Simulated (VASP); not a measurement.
Write the native input for VASP 6.6.1 that does the following.

```
Task                   : single point
Functional             : r2SCAN
Potentials or basis    : VASP PAW PBE potentials, release 64 (Be, S)
Cutoff                 : 520 eV
k mesh                 : 9 × 9 × 9
Occupations            : fermi-dirac, width 0.02 eV
Spin                   : no spin polarisation
Dipole correction      : no
Further INCAR settings : ALGO = Normal; EDIFF = 1e-06; NBANDS = 11
```

The system is BeS.

```
Be S
1.0
     0.00000    2.43398    2.43398
     2.43398    0.00000    2.43398
     2.43398    2.43398    0.00000
Be S
1 1
Direct
  0.00000 0.00000 0.00000
  0.25000 0.25000 0.25000
```

The cell isn't the ideal one: cell and atoms relaxed from 1.04 times the given volume.

One way to write it, as run:

POSCAR

```
BeS
1.0
    0.0000000000      2.4339772637      2.4339772637
    2.4339772637      0.0000000000      2.4339772637
    2.4339772637      2.4339772637      0.0000000000
Be S
1 1
Direct
    0.0000000000      0.0000000000      0.0000000000
    0.2500000000      0.2500000000      0.2500000000
```

INCAR.step1

```
SYSTEM = BeS
PREC = Accurate
ENCUT = 520
ISMEAR = -1
SIGMA = 0.02
LREAL = .FALSE.
LASPH = .TRUE.
NELM = 100
NBANDS = 11
GGA = PE
ALGO = Normal
EDIFF = 1E-4
LWAVE = .TRUE.
LCHARG = .FALSE.
```

INCAR.step2

```
SYSTEM = BeS
PREC = Accurate
ENCUT = 520
EDIFF = 1E-6
ISMEAR = -1
SIGMA = 0.02
LREAL = .FALSE.
LASPH = .TRUE.
NELM = 100
ALGO = Normal
ISIF = 2
LWAVE = .FALSE.
LCHARG = .FALSE.
METAGGA = R2SCAN
LMIXTAU = .TRUE.
NBANDS = 11
ISTART = 1
```

KPOINTS

```
regular mesh
0
G
  9 9 9
  0 0 0
```

Potentials or basis: VASP PAW PBE potentials, release 64 (Be, S).

Command:

```sh
$ cat potpaw_PBE.64/Be/POTCAR potpaw_PBE.64/S/POTCAR > POTCAR
$ cp INCAR.step1 INCAR
$ mpirun -np 1 vasp_std > vasp.out
$ cp INCAR.step2 INCAR
$ mpirun -np 1 vasp_std > vasp.out
```

Results of the run:

The pressure is 0.3 GPa. The band gap on the k mesh is 3.70 eV, indirect (least direct gap 6.26 eV).

Caveat: the PAW data sets were made with another functional, which shifts forces and pressure a little; an odd mesh through Γ misses points on the zone boundary, where band edges often lie.

Run time: 22 s on 1 thread of Intel(R) Xeon(R) 6975P-C (Granite Rapids), on a shared host, peak memory 0.15 GiB.
